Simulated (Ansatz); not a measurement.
**Surface calculation: zincblende BN (110), 4 layers**

The slab is cut from the zincblende crystal, which needn't be the stable phase, as relaxed on PAW files (5.95 Å³/atom), with 16 Å of vacuum and a dipole correction:

```yaml
crystal:
  lattice:
    - [2.56306, 0.00000, 0.00000]
    - [0.00000, 3.62471, 0.00000]
    - [0.00000, 0.00000, 19.84460]
  atoms:
    - { symbol: B, position: [0.00000, 0.87500, 0.40313] }
    - { symbol: N, position: [0.50000, 0.62500, 0.40313] }
    - { symbol: B, position: [0.50000, 0.37500, 0.46771] }
    - { symbol: N, position: [0.00000, 0.12500, 0.46771] }
    - { symbol: B, position: [0.00000, 0.87500, 0.53229] }
    - { symbol: N, position: [0.50000, 0.62500, 0.53229] }
    - { symbol: B, position: [0.50000, 0.37500, 0.59687] }
    - { symbol: N, position: [0.00000, 0.12500, 0.59687] }
```

All numbers are PBE results (scalar-relativistic) from Ansatz 0.2.0, with a Γ-centred 12×8×1 k mesh, Fermi–Dirac smearing of 0.02 eV, no spin polarisation. Methods: LAPW: all electrons, basis error target 1 meV/atom; PAW: frozen-core files, cutoff 420 eV.

The bulk energy comes from a cell in the slab's orientation on a 12×8×12 mesh. The surface energy is (E(slab) − N·E(bulk))/2A at zero smearing, the mean of both faces; thin slabs carry quantum-size effects.

Q: As cut, the LAPW slab lies 5.326 eV above 8 atoms of bulk. What surface energy is that?

A: Over two faces of 9.29 Å² it is 286.6 meV/Å², and times 16.02 J/m² per eV/Å² that gives γ = 4.592 J/m².

Q: What do relaxation and the other method give?

A: 

```json
{"method": "LAPW", "γ as cut (J/m²)": "4.592", "γ relaxed (J/m²)": "2.663"}
{"method": "PAW", "γ as cut (J/m²)": "4.592", "γ relaxed (J/m²)": "2.659"}
```

Q: How do the spacings between the planes relax (positions relaxed on PAW files)?

A: From the bottom face up: d12 -15.7 % of 1.282 Å, d23 +12.2 % of 1.282 Å, d34 -15.7 % of 1.282 Å. The outer plane rumples by 0.223 Å.

Q: Where do the band edges lie?

A: On the k mesh: gap 2.60 eV, valence top 6.47 eV below the vacuum level.

Q: What changes if the vacuum is set to 9 Å?

A: LAPW then gives: gap 2.60 eV, valence top 6.47 eV below the vacuum level; PAW: gap 2.61 eV, valence top 6.47 eV below the vacuum level. The program warns that the vacuum is too thin.

Q: A core hole in the 1s shell of B is made on one B atom of each kind in every 1×1 cell (PAW hole dataset, neutral cell, valence without spin). What does it cost by layer?

A: layer 1 189.54 eV, layer 2 191.87 eV. Shifts between layers mean more than the absolute values, and a whole layer of holes screens otherwise than one hole.
